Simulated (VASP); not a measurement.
VASP 6.6.1 run: GaN

INCAR

```
LCHARG = .FALSE.
SIGMA = 0.01
PREC = High
ENCUT = 450
ISMEAR = 0
NSW = 0
NELM = 71
IBRION = -1
LREAL = .FALSE.
METAGGA = R2SCAN
NBANDS = 16
ALGO = Normal
LWAVE = .FALSE.
EDIFF = 1E-7
ISIF = 2
LASPH = .TRUE.
```

KPOINTS

```
KPOINTS created by Atomic Simulation Environment
0
Gamma
10 10 10
0 0 0
```

POSCAR

```
Ga N
 1.0000000000000000
     0.0000000000000000    2.2039734903000001    2.2039734903000001
     2.2039734903000001    0.0000000000000000    2.2039734903000001
     2.2039734903000001    2.2039734903000001    0.0000000000000000
 Ga  N
   1   1
Cartesian
  0.0000000000000000  0.0000000000000000  0.0000000000000000
  1.1019867451500001  1.1019867451500001  1.1019867451500001
```

The recommended PBE PAW datasets give the neutral cell 18 valence electrons.

Command

```
mpirun -np 1 vasp_std
```

OSZICAR

```
N       E                     dE             d eps       ncg     rms          rms(c)
DAV:   1     0.607477052436E+02    0.60748E+02   -0.88149E+03  1736   0.196E+03
DAV:   2    -0.221168317175E+02   -0.82865E+02   -0.77906E+02  1720   0.307E+02
DAV:   3    -0.267626409005E+02   -0.46458E+01   -0.46307E+01  1808   0.641E+01
DAV:   4    -0.268081059894E+02   -0.45465E-01   -0.45462E-01  1896   0.668E+00
DAV:   5    -0.268087157850E+02   -0.60980E-03   -0.60979E-03  1856   0.690E-01    0.742E+00
DAV:   6    -0.217457120253E+02    0.50630E+01   -0.35056E+00  2280   0.424E+01    0.257E+00
DAV:   7    -0.218165009072E+02   -0.70789E-01   -0.49891E-01  1696   0.707E+00    0.182E+00
DAV:   8    -0.218276434974E+02   -0.11143E-01   -0.31551E-02  1992   0.480E+00    0.259E-01
DAV:   9    -0.218265595397E+02    0.10840E-02   -0.11475E-02  2232   0.267E+00    0.135E-01
DAV:  10    -0.218266549260E+02   -0.95386E-04   -0.79721E-04  1784   0.249E-01    0.134E-01
...
DAV:  16    -0.218269397340E+02    0.12217E-03   -0.16004E-04  2032   0.276E-01    0.575E-01
DAV:  17    -0.218267777867E+02    0.16195E-03   -0.58913E-04  2152   0.462E-01    0.431E-01
DAV:  18    -0.218266629386E+02    0.11485E-03   -0.12299E-03  2168   0.628E-01    0.241E-01
DAV:  19    -0.218266336191E+02    0.29319E-04   -0.71439E-04  2296   0.417E-01    0.102E-01
DAV:  20    -0.218266358521E+02   -0.22330E-05   -0.16526E-04  2264   0.213E-01    0.364E-02
DAV:  21    -0.218266379980E+02   -0.21458E-05   -0.37075E-05  2168   0.773E-02    0.906E-03
DAV:  22    -0.218266394059E+02   -0.14080E-05   -0.42594E-06  2208   0.331E-02    0.159E-03
DAV:  23    -0.218266396958E+02   -0.28990E-06   -0.50478E-07  2008   0.749E-03    0.210E-03
DAV:  24    -0.218266397043E+02   -0.84910E-08   -0.20141E-08   984   0.160E-03
   1 F= -.21826640E+02 E0= -.21826640E+02  d E =-.949143E-28
```

Standard output (part)

```
POSCAR found type information on POSCAR GaN
 POSCAR found :  2 types and       2 ions
 LDA part: xc-table for (None), standard interpolation
 POSCAR, INCAR and KPOINTS ok, starting setup
 WAVECAR not read
 entering main loop
```

From OUTCAR

```
k-points           NKPTS =     47   k-points in BZ     NKDIM =     47   number of bands    NBANDS=     16

   NELECT =      18.0000    total number of electrons

   dimension x,y,z NGX =    24 NGY =   24 NGZ =   24
   dimension x,y,z NGXF=    36 NGYF=   36 NGZF=   36

  energy-cutoff  :      450.00
  volume of cell :       21.41
      direct lattice vectors                 reciprocal lattice vectors
     0.000000000  2.203973490  2.203973490    -0.226862983  0.226862983  0.226862983
     2.203973490  0.000000000  2.203973490     0.226862983 -0.226862983  0.226862983
     2.203973490  2.203973490  0.000000000     0.226862983  0.226862983 -0.226862983

 k-points in reciprocal lattice and weights: KPOINTS created by Atomic Simulation Env
   0.00000000  0.00000000  0.00000000       0.001
   0.10000000  0.00000000  0.00000000       0.008
   0.20000000  0.00000000  0.00000000       0.008
   0.30000000  0.00000000  0.00000000       0.008
   0.40000000  0.00000000  0.00000000       0.008
   0.50000000  0.00000000  0.00000000       0.004
   0.10000000  0.10000000  0.00000000       0.006
   0.20000000  0.10000000  0.00000000       0.024
   ...

 E-fermi :   5.8458

 k-point     1 :       0.0000    0.0000    0.0000
  band No.  band energies     occupation
      1     -11.5636      2.00000
      2      -8.1315      2.00000
      3      -8.1315      2.00000
      4      -8.1314      2.00000
      5      -7.7021      2.00000
      6      -7.7021      2.00000
      7       5.7727      2.00000
      8       5.7727      2.00000
      9       5.7727      2.00000
     10       8.3322      0.00000
     11      17.2127      0.00000
     12      17.2130      0.00000
     13      17.2130      0.00000
     14      25.2606      0.00000
     15      26.0362      0.00000
     16      26.0363      0.00000

 k-point     2 :       0.1000    0.0000    0.0000
  band No.  band energies     occupation
      1     -11.4387      2.00000
      2      -8.1145      2.00000
      3      -8.1144      2.00000
      4      -8.0947      2.00000
      5      -7.7038      2.00000
      6      -7.7038      2.00000
      7       4.6882      2.00000
      8       5.6512      2.00000
      9       5.6513      2.00000
     10       9.1474      0.00000
     11      16.7118      0.00000
     12      17.3975      0.00000
     13      17.3978      0.00000
     14      24.5614      0.00000
     15      24.5615      0.00000
     16      24.7454      0.00000

 k-point     3 :       0.2000    0.0000    0.0000
  band No.  band energies     occupation
      1     -11.1123      2.00000
      2      -8.0741      2.00000
      3      -8.0740      2.00000
      4      -7.9409      2.00000
      5      -7.7027      2.00000
      6      -7.7027      2.00000
      7       2.7374      2.00000
      8       5.3559      2.00000
      9       5.3559      2.00000
     10      10.2997      0.00000
     11      15.9124      0.00000
     12      17.6735      0.00000
     13      17.6738      0.00000
     14      23.5596      0.00000
     15      23.7509      0.00000
     16      23.7511      0.00000

 ...

  Total        1.8432722      1.8432722      1.8432722     -0.0000000     -0.0000000      0.0000000
  in kB      137.9275268    137.9275268    137.9275268     -0.0000000     -0.0000000      0.0000000
  external PRESSURE =     137.9275268 kB  Pullay stress =       0.0000000 kB

 POSITION                                       TOTAL-FORCE (eV/Angst)
 -----------------------------------------------------------------------------------
      0.00000      0.00000      0.00000        -0.000000      0.000000      0.000000
      1.10199      1.10199      1.10199         0.000000     -0.000000     -0.000000
 -----------------------------------------------------------------------------------
    total drift:                               -0.000075     -0.000075     -0.000075

  FREE ENERGIE OF THE ION-ELECTRON SYSTEM (eV)
  ---------------------------------------------------
  free  energy   TOTEN  =       -21.8266397043 eV

  energy  without entropy=      -21.8266397043  energy(sigma->0) =      -21.82663970
```

It converged. Results: gap between bands v and c on the k mesh 2.56 eV; least direct gap on the k mesh 2.56 eV; pressure 13.8 GPa. Band v is the last that the valence electrons fill when counted band by band, and c is the next.

For comparison, a separate r²SCAN run of the intended cell, on usual settings and not on those above, gives a gap of 2.56 eV on its mesh and a pressure of 14.8 GPa.

The run above took about 63 s on one core of a shared host (Intel Xeon Platinum 8488C) and held 0.13 GiB at most.
